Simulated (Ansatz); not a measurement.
Computed frozen-phonon scan: MgF2 (rutile)

Starting cell, MgF2 (rutile):

```yaml
crystal:
  lattice:
    - [4.69838, 0.00000, 0.00000]
    - [0.00000, 4.69838, 0.00000]
    - [0.00000, 0.00000, 6.18567]
  atoms:
    - { symbol: Mg, position: [0.00000, 0.00000, 0.00000] }
    - { symbol: Mg, position: [0.00000, 0.00000, 0.50000] }
    - { symbol: Mg, position: [0.50000, 0.50000, 0.25000] }
    - { symbol: Mg, position: [0.50000, 0.50000, 0.75000] }
    - { symbol: F, position: [0.30358, 0.30358, 0.00000] }
    - { symbol: F, position: [0.30358, 0.30358, 0.50000] }
    - { symbol: F, position: [0.80358, 0.19642, 0.25000] }
    - { symbol: F, position: [0.80358, 0.19642, 0.75000] }
    - { symbol: F, position: [0.19642, 0.80358, 0.25000] }
    - { symbol: F, position: [0.19642, 0.80358, 0.75000] }
    - { symbol: F, position: [0.69642, 0.69642, 0.00000] }
    - { symbol: F, position: [0.69642, 0.69642, 0.50000] }
```

The atoms are displaced by Q × the pattern below (from a DFPT mode at Z = (0.0, 0.0, 0.5), largest move 1; Q in Å), at fixed cell. It is one choice among 2 degenerate patterns. (q is in reciprocal vectors of the primitive cell; the cell shown is doubled to hold the pattern.)

```
atom       x       y       z
----  ------  ------  ------
Mg1    0.011  -0.011   0.000
Mg2   -0.011   0.011   0.000
Mg3   -0.707  -0.707   0.000
Mg4    0.707   0.707   0.000
F5     0.006  -0.006  -0.419
F6    -0.006   0.006   0.419
F7    -0.356  -0.356  -0.007
F8     0.356   0.356   0.007
F9    -0.356  -0.356   0.007
F10    0.356   0.356  -0.007
F11    0.006  -0.006   0.419
F12   -0.006   0.006  -0.419
```

Level of theory: PBE (plane waves to 420 eV, PAW, scalar-relativistic; Ansatz, a quantum-chemistry and plane-wave program). k mesh 7×7×6 (Γ-centred), Fermi-Dirac smearing 0.05 eV. The energy includes the smearing's −TS. MgF2 was relaxed with its symmetry unable to fall. ΔE is measured from the undisplaced structure.

```csv
Q (Å),ΔE (meV/cell),−dE/dQ from forces (eV/Å)
-0.100,71.5,1.431
-0.083,49.7,1.192
-0.067,31.8,0.954
-0.050,17.9,0.715
-0.033,7.9,0.477
-0.017,2.0,0.238
0.000,0.0,0.000
0.017,2.0,-0.238
0.033,7.9,-0.477
0.050,17.9,-0.715
0.067,31.8,-0.954
0.083,49.7,-1.192
0.100,71.5,-1.431
```

Key numbers:

The energy at Q = 0.100 Å comes out as 71.5 meV/cell. Symmetry of the curve: even: the same for both signs. Shape of the curve: a single well with its minimum at or next to zero displacement. Harmonic wavenumber from the curvature (finite differences): 219 cm⁻¹. Wavenumber by perturbation theory (DFPT, on another k mesh): 219 cm⁻¹.

(For displaced atoms, the force is minus the slope of the energy, and its curvature is a force constant, which sets phonon frequencies.)
